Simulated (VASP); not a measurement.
SnO2 (Cassiterite):

```
Sn O
1.0
     4.73800    0.00000    0.00000
     0.00000    4.73800    0.00000
     0.00000    0.00000    3.18650
Sn O
2 4
Direct
  0.00000 0.00000 0.00000
  0.50000 0.50000 0.50000
  0.30710 0.30710 0.00000
  0.19290 0.80710 0.50000
  0.69290 0.69290 0.00000
  0.80710 0.19290 0.50000
```

```yaml
Program: VASP 6.6.1
Task: relaxation of cell and atoms
Functional: PBE
Dispersion: D3(BJ)
Potentials_or_basis: VASP PAW PBE potentials, release 64 (Sn_d, O)
Cutoff: 600 eV
k_mesh: 6 × 6 × 8
Occupations: gaussian, width 0.03 eV
Spin: no spin polarisation
```

At the start: pressure 8.5 GPa; volume 11.92 Å³/atom.

Q: Where does the relaxation end?

A: Over 5 steps the energy falls by 12.9 meV/atom and the volume is 12.39 Å³/atom (+4.0 %); space group P4_2/mnm (No. 136, to 0.05 Å).

The path:
```csv
step,energy change (eV),largest force (eV/Å),pressure (GPa),volume (Å³)
1,0.0000,0.2986,8.50,71.53
2,0.0471,0.3067,-8.87,78.28
3,-0.0775,0.0120,-0.08,74.38
4,-0.0775,0.0062,0.10,74.32
5,-0.0777,0.0039,0.07,74.37
```

Final structure:
```xyz
6
Lattice="4.7944 0.0000 0.0000 0.0000 4.7944 0.0000 0.0000 0.0000 3.2354" Properties=species:S:1:pos:R:3 pbc="T T T"
Sn    0.0000    0.0000    0.0000
Sn    2.3972    2.3972    1.6177
O     1.4681    1.4681    0.0000
O     0.9291    3.8653    1.6177
O     3.3263    3.3263    3.2354
O     3.8653    0.9291    1.6177
```
